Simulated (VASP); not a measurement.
Crystal: CdTe.

```
Cd Te
1.0
     0.00000    3.20500    3.20500
     3.20500    0.00000    3.20500
     3.20500    3.20500    0.00000
Cd Te
1 1
Cartesian
  0.0000 0.0000 0.0000
  1.6025 1.6025 1.6025
```

* Program: VASP 6.6.1
* Task: relaxation of cell and atoms
* Functional: PBEsol
* Potentials or basis: VASP PAW PBE potentials, release 64 (Cd, Te)
* Cutoff: 600 eV
* k mesh: 8 × 8 × 8
* Occupations: gaussian, width 0.03 eV
* Spin: no spin polarisation

At the start: pressure 1.8 GPa; volume 32.92 Å³/atom.

Question: Where does the relaxation end?

Answer: Over 3 steps the energy falls by 7.3 meV/atom and the volume is 34.26 Å³/atom (+4.1 %); space group F-43m (No. 216, to 0.05 Å).

Step by step:
```
step  energy change (eV)  largest force (eV/Å)  pressure (GPa)  volume (Å³)
   1              0.0000                0.0000            1.81        65.84
   2             -0.0129                0.0000           -0.54        69.46
   3             -0.0145                0.0000            0.00        68.52
```

Final structure:
```
Cd Te
1.0
     0.00000    3.24780    3.24780
     3.24780    0.00000    3.24780
     3.24780    3.24780    0.00000
Cd Te
1 1
Direct
  0.00000 0.00000 0.00000
  0.25000 0.25000 0.25000
```

Caveat: the PAW data sets were made with another functional, which shifts forces and pressure a little.
